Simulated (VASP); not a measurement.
# BN (I-42d) in VASP: notebook

One crystal, BN, is run at these levels: PBE; tasks: single point, relaxation of cell and atoms.

Everything below comes from runs of VASP 6.6.1. Logs are shortened: lines on timing, memory, paths and dates and some standing lists are left out, and cuts for length are marked.

**1. Starting point**

The structure is tetragonal, space group I-42d (No. 122). Conventional cell: a = 6.033 Å, b = 6.033 Å, c = 3.879 Å, α = 90.00°, β = 90.00°, γ = 90.00°. B (site symmetry 2) has 3 N at 1.41 to 1.49 Å as nearest neighbours. N (site symmetry 2) has 3 B at 1.41 to 1.49 Å as nearest neighbours.

The cell was built by a generator and needn't be a form met in nature.

**2. Single point, PBE**

INCAR

```
ALGO = Normal
EDIFF = 1E-6
ENCUT = 520
GGA = PE
ISIF = 2
ISMEAR = 0
LASPH = True
LCHARG = False
LREAL = False
LWAVE = False
NBANDS = 26
NELM = 100
PREC = Accurate
SIGMA = 0.02
```

KPOINTS

```
k-points
0
Gamma
  8 8 8
```

POSCAR

```
BN
1.0
   -3.0163856422      3.0163856422      1.9393622870
    3.0163856422     -3.0163856422      1.9393622870
    3.0163856422      3.0163856422     -1.9393622870
B N
4 4
Direct
    0.8750000000      0.5064443831      0.1314443831
    0.3750000000      0.7435556169      0.8685556169
    0.4935556169      0.6250000000      0.3685556169
    0.2564443831      0.1250000000      0.6314443831
    0.8750000000      0.7397314239      0.3647314239
    0.3750000000      0.5102685761      0.6352685761
    0.2602685761      0.6250000000      0.1352685761
    0.4897314239      0.1250000000      0.8647314239
```

Potentials or basis: VASP PAW PBE potentials, release 64 (B, N).

On the command line:

```sh
$ cat potpaw_PBE.64/B/POTCAR potpaw_PBE.64/N/POTCAR > POTCAR
$ mpirun -np 1 vasp_std > vasp.out
```

OUTCAR:

```text
EDIFF = 1E-6
   ENCUT = 520
   GGA = PE
   ISIF = 2
   ISMEAR = 0
   LASPH = True
   LREAL = False
   NELM = 100
   PREC = Accurate

 ion  position               nearest neighbor table
   1  0.875  0.506  0.131-   5 1.41   8 1.49   7 1.49
   2  0.375  0.744  0.869-   6 1.41   7 1.49   8 1.49
   3  0.494  0.625  0.369-   7 1.41   6 1.49   5 1.49
   4  0.256  0.125  0.631-   8 1.41   5 1.49   6 1.49
   5  0.875  0.740  0.365-   1 1.41   3 1.49   4 1.49
   6  0.375  0.510  0.635-   2 1.41   3 1.49   4 1.49
   7  0.260  0.625  0.135-   3 1.41   2 1.49   1 1.49
   8  0.490  0.125  0.865-   4 1.41   2 1.49   1 1.49

  LATTYP: Found a body centered tetragonal cell.
 ALAT       =     6.0327712844
 C/A-ratio  =     0.6429424208

  Lattice vectors:

 A1 = (  -3.0163856422,   3.0163856422,   1.9393622870)
 A2 = (   3.0163856422,  -3.0163856422,   1.9393622870)
 A3 = (   3.0163856422,   3.0163856422,  -1.9393622870)

Analysis of symmetry for initial positions (statically):
=====================================================================
 Subroutine PRICEL returns:
 Original cell was already a primitive cell.

 Routine SETGRP: Setting up the symmetry group for a
 body centered tetragonal supercell.

 Subroutine GETGRP returns: Found  8 space group operations
 (whereof  4 operations were pure point group operations)
 out of a pool of 16 trial point group operations.

The static configuration has the point symmetry S_4 .
 The point group associated with its full space group is D_2d.

Analysis of symmetry for dynamics (positions and initial velocities):
=====================================================================
 Subroutine PRICEL returns:
 Original cell was already a primitive cell.

 Routine SETGRP: Setting up the symmetry group for a
 body centered tetragonal supercell.

 Subroutine GETGRP returns: Found  8 space group operations
 (whereof  4 operations were pure point group operations)
 out of a pool of 16 trial point group operations.

The dynamic configuration has the point symmetry S_4 .
 The point group associated with its full space group is D_2d.

 Subroutine INISYM returns: Found  8 space group operations
 (whereof  4 operations are pure point group operations),
 and found     1 'primitive' translations

----------------------------------------------------------------------------------------

                                     Primitive cell

  volume of cell :      70.5818

  direct lattice vectors                    reciprocal lattice vectors
    -3.016385642  3.016385642  1.939362287     0.000000000  0.165761298  0.257816708
     3.016385642 -3.016385642  1.939362287     0.165761298  0.000000000  0.257816708
     3.016385642  3.016385642 -1.939362287     0.165761298  0.165761298  0.000000000

  length of vectors
     4.685967431  4.685967431  4.685967431     0.306506546  0.306506546  0.234421876

  position of ions in fractional coordinates (direct lattice)
     0.875000000  0.506444383  0.131444383
     0.375000000  0.743555617  0.868555617
     0.493555617  0.625000000  0.368555617
     0.256444383  0.125000000  0.631444383
     0.875000000  0.739731424  0.364731424
     0.375000000  0.510268576  0.635268576
     0.260268576  0.625000000  0.135268576
     0.489731424  0.125000000  0.864731424

  ion indices of the primitive-cell ions
   primitive index   ion index
                 1           1
                 2           2
                 3           3
                 4           4
                 5           5
                 6           6
                 7           7
                 8           8

----------------------------------------------------------------------------------------

 KPOINTS: k-points

Automatic generation of k-mesh.
 Grid dimensions read from file:
 generate k-points for:    8    8    8

 Generating k-lattice:

  Cartesian coordinates                     Fractional coordinates (reciprocal lattice)
     0.000000000  0.020720162  0.032227088     0.125000000  0.000000000  0.000000000
     0.020720162  0.000000000  0.032227088     0.000000000  0.125000000  0.000000000
     0.020720162  0.020720162  0.000000000     0.000000000  0.000000000  0.125000000

  Length of vectors
     0.038313318  0.038313318  0.029302735

  Shift w.r.t. Gamma in fractional coordinates (k-lattice)
     0.000000000  0.000000000  0.000000000

 Subroutine IBZKPT returns following result:
 ===========================================

 Found     59 irreducible k-points:

 Following reciprocal coordinates:
            Coordinates               Weight
  0.000000  0.000000  0.000000      1.000000
  0.125000 -0.000000  0.000000      8.000000
  0.250000 -0.000000  0.000000      8.000000
  0.375000  0.000000  0.000000      8.000000
  0.500000 -0.000000  0.000000      4.000000
  0.125000  0.125000  0.000000      8.000000
[... 16 lines left out ...]
  0.250000  0.125000  0.125000     16.000000
  0.375000  0.125000  0.125000      8.000000
 [... further k-points ...]
   k-points           NKPTS =     59   k-points in BZ     NKDIM =     59   number of bands    NBANDS=     26
   number of dos      NEDOS =    301   number of ions     NIONS =      8
   total plane-waves  NPLWV =  46656
   dimension x,y,z NGX =    36 NGY =   36 NGZ =   36
   dimension x,y,z NGXF=    72 NGYF=   72 NGZF=   72
   ions per type =               4   4
   NGX,Y,Z   is equivalent  to a cutoff of  12.77, 12.77, 12.77 a.u.
   NGXF,Y,Z  is equivalent  to a cutoff of  25.54, 25.54, 25.54 a.u.
 SYSTEM =  unknown system
   PREC   = accura    normal or accurate (medium, high low for compatibility)
   ISTART =      0    job   : 0-new  1-cont  2-samecut
   ICHARG =      2    charge: 1-file 2-atom 10-const
   ISPIN  =      1    spin polarized calculation?
   LNONCOLLINEAR =      F non collinear calculations
   LSORBIT =      F    spin-orbit coupling
   LASPH  =      T    aspherical Exc in radial PAW
   ENCUT  =  520.0 eV  38.22 Ry    6.18 a.u.   8.71  8.71  8.71*2*pi/ulx,y,z
   NELM   =    100;   NELMIN=  2; NELMDL= -5     # of ELM steps
   EDIFF  = 0.1E-05   stopping-criterion for ELM
   LREAL  =      F    real-space projection
   EDIFFG = 0.1E-04   stopping-criterion for IOM
   NSW    =      0    number of steps for IOM
   IBRION =     -1    ionic relax: 0-MD 1-quasi-New 2-CG
   NFREE  =      0    steps in history (QN), initial steepest desc. (CG)
   ISIF   =      2    stress and relaxation
   ISYM   =      2    0-nonsym 1-usesym 2-fastsym
   POTIM  = 0.5000    time-step for ionic-motion
   TEBEG  =    0.0;   TEEND  =   0.0 temperature during run
   PSTRESS=    0.0 pullay stress
   NELECT =      32.0000    total number of electrons
   NUPDOWN=      -1.0000    fix difference up-down
   EMIN   =  10.00;   EMAX   =-10.00  energy-range for DOS
   EFERMI =   0.00;   METHOD = LEGACY
   ISMEAR =     0;   SIGMA  =   0.02  broadening in eV -4-tet -1-fermi 0-gaus
   EFERMI_NEDOS =   21; number of points for ismear=-14 and -15
   IALGO  =     38    algorithm
   IMIX   =      4    mixing-type and parameters
     AMIX     =   0.40;   BMIX     =  1.00
     AMIX_MAG =   1.60;   BMIX_MAG =  1.00
  volume/ion in A,a.u.               =       8.82        59.54
  Fermi-wavevector in a.u.,A,eV,Ry     =   1.257652  2.376618 21.520191  1.581689
  Thomas-Fermi vector in A             =   2.391301
   LORBIT       =      0    0 simple, 1 ext, 2 COOP (PROOUT), +10 PAW based schemes
   GGA     = PE    functional components
   LHFCALC =     F    Hartree Fock is set to
   AEXX    =    0.0000 exact exchange contribution
   IVDW    =     0    specifies the selected vdW correction
   LEPSILON=     F    determine dielectric tensor
   LRPA    =     F    only Hartree local field effects (RPA)
 non-spin polarized calculation
 Gauss-broadening in eV      SIGMA  =   0.02
  energy-cutoff  :      520.00
  volume of cell :       70.58
 maximum number of plane-waves:      1927
   NGX = 17   NGY = 17   NGZ = 17

 number of electron      31.9999999 magnetization

 Free energy of the ion-electron system (eV)
  ---------------------------------------------------
  ext. energy  EPLUGINS =         0.00000000
  ---------------------------------------------------
  free energy    TOTEN  =       -67.64462361 eV

  energy without entropy =      -67.64462361  energy(sigma->0) =      -67.64462361

 E-fermi :   2.6398     XC(G=0): -10.2955

 val. band max:        2.4631843193   @ k =  -0.1250   0.1250   0.1250
 cond. band min:       6.4754838805   @ k =  -0.3750   0.3750   0.0000
 fundamental gap:      4.0122995612
 Fermi energy:         2.6398211973

 k-point     1 :       0.0000    0.0000    0.0000
  band No.  band energies     occupation
      1     -15.0347      2.00000
      2     -12.1646      2.00000
      3     -11.8247      2.00000
      4     -11.8247      2.00000
      5      -4.8519      2.00000
      6      -4.8260      2.00000
[... 18 lines left out ...]
     25      15.4179      0.00000
     26      15.8628      0.00000

 k-point     2 :       0.1250   -0.0000    0.0000
  band No.  band energies     occupation
      1     -14.9273      2.00000
      2     -12.2988      2.00000
      3     -11.9101      2.00000
      4     -11.7426      2.00000
      5      -5.3343      2.00000
      6      -4.9674      2.00000
[... 18 lines left out ...]
     25      14.7660      0.00000
     26      16.2115      0.00000

 k-point     3 :       0.2500   -0.0000    0.0000
  band No.  band energies     occupation
      1     -14.6206      2.00000
      2     -12.4914      2.00000
      3     -12.1816      2.00000
      4     -11.6894      2.00000
      5      -5.5622      2.00000
      6      -5.2812      2.00000
[... 572 lines left out ...]
 k-point    23 :       0.2500    0.1250    0.1250
  band No.  band energies     occupation
      1     -14.0708      2.00000
      2     -13.0366      2.00000
      3     -12.2608      2.00000
      4     -11.8074      2.00000
      5      -5.5167      2.00000
      6      -5.2989      2.00000
[... 18 lines left out ...]
     25      14.8296      0.00000
     26      15.3574      0.00000

 k-point    24 :       0.3750    0.1250    0.1250
  band No.  band energies     occupation
      1     -13.7754      2.00000
      2     -13.1849      2.00000
      3     -12.4355      2.00000
      4     -11.8426      2.00000
      5      -5.5600      2.00000
      6      -5.3712      2.00000
[... 18 lines left out ...]
     25      14.6537      0.00000
     26      15.2274      0.00000

 [... further k-points ...]

------------------------ aborting loop because EDIFF is reached ----------------------------------------

  FORCE on cell =-STRESS in cart. coord.  units (eV):
  Direction    XX          YY          ZZ          XY          YZ          ZX
  --------------------------------------------------------------------------------------
  -------------------------------------------------------------------------------------
  Total        0.0201428      0.0201428      0.0166218      0.0000000     -0.0000000      0.0000000
  in kB        0.4572322      0.4572322      0.3773073      0.0000000     -0.0000000      0.0000000
  external PRESSURE =       0.4305906 kB  Pullay stress =       0.0000000 kB

 VOLUME and BASIS-vectors are now :
 -----------------------------------------------------------------------------
  energy-cutoff  :      520.00
  volume of cell :       70.58
      direct lattice vectors                 reciprocal lattice vectors
    -3.016385642  3.016385642  1.939362287     0.000000000  0.165761298  0.257816708
     3.016385642 -3.016385642  1.939362287     0.165761298  0.000000000  0.257816708
     3.016385642  3.016385642 -1.939362287     0.165761298  0.165761298  0.000000000

 POSITION                                       TOTAL-FORCE (eV/Angst)
 -----------------------------------------------------------------------------------
     -0.71522      1.50819      2.42420         0.011871     -0.000000      0.000000
      3.73160      1.50819      0.48484        -0.011871     -0.000000     -0.000000
      1.50819      0.71522      1.45452        -0.000000     -0.011871     -0.000000
      1.50819      2.30117     -0.48484        -0.000000      0.011871      0.000000
      0.69215      1.50819      2.42420        -0.011787      0.000000      0.000000
      2.32424      1.50819      0.48484         0.011787     -0.000000     -0.000000
      1.50819     -0.69215      1.45452        -0.000000      0.011787     -0.000000
      1.50819      3.70853     -0.48484         0.000000     -0.011787      0.000000
 -----------------------------------------------------------------------------------
    total drift:                               -0.000001     -0.000001     -0.000001

  FREE ENERGIE OF THE ION-ELECTRON SYSTEM (eV)
  ---------------------------------------------------
  free  energy   TOTEN  =       -67.6446236127 eV

  energy  without entropy=      -67.6446236127  energy(sigma->0) =      -67.64462361
```

It took 44 s on 1 thread of Intel Xeon 6975P-C (Granite Rapids), shared host; peak memory 0.24 GiB.

Results:

```yaml
Free_energy: -67.6446 eV
Pressure: 0.0 GPa
Largest_force: 0.012 eV/Å
Band_gap_on_the_k_mesh: 4.01 eV, indirect (least direct gap 4.13 eV)
```

Forces on the atoms (eV/Å):
```
B    0.012  0.000  0.000
B   -0.012  0.000  0.000
B    0.000 -0.012  0.000
B    0.000  0.012  0.000
N   -0.012  0.000  0.000
N    0.012  0.000  0.000
N    0.000  0.012  0.000
N    0.000 -0.012  0.000
```

Levels at points of the mesh, in eV from the valence-band top:
| k point | band 12 | band 13 | band 14 | band 15 | band 16 | band 17 | band 18 | band 19 | band 20 | band 21 |
| --- | --- | --- | --- | --- | --- | --- | --- | --- | --- | --- |
| (0.00, 0.00, 0.00) | -2.28 | -1.43 | -1.32 | -1.32 | -0.03 | 4.38 | 4.38 | 5.89 | 5.96 | 8.94 |
| (0.50, 0.00, 0.00) | -2.46 | -1.90 | -1.13 | -0.50 | -0.24 | 5.44 | 5.61 | 6.19 | 7.20 | 9.57 |
| (0.50, 0.50, 0.00) | -3.94 | -1.37 | -1.37 | -0.49 | -0.49 | 4.09 | 4.09 | 7.29 | 7.29 | 8.68 |
| (0.50, 0.50, 0.50) | -4.42 | -1.33 | -1.33 | -0.16 | -0.16 | 4.19 | 4.19 | 8.11 | 8.11 | 9.18 |

A k mesh can miss the band edges.

(Continued in part 2 of 2.)
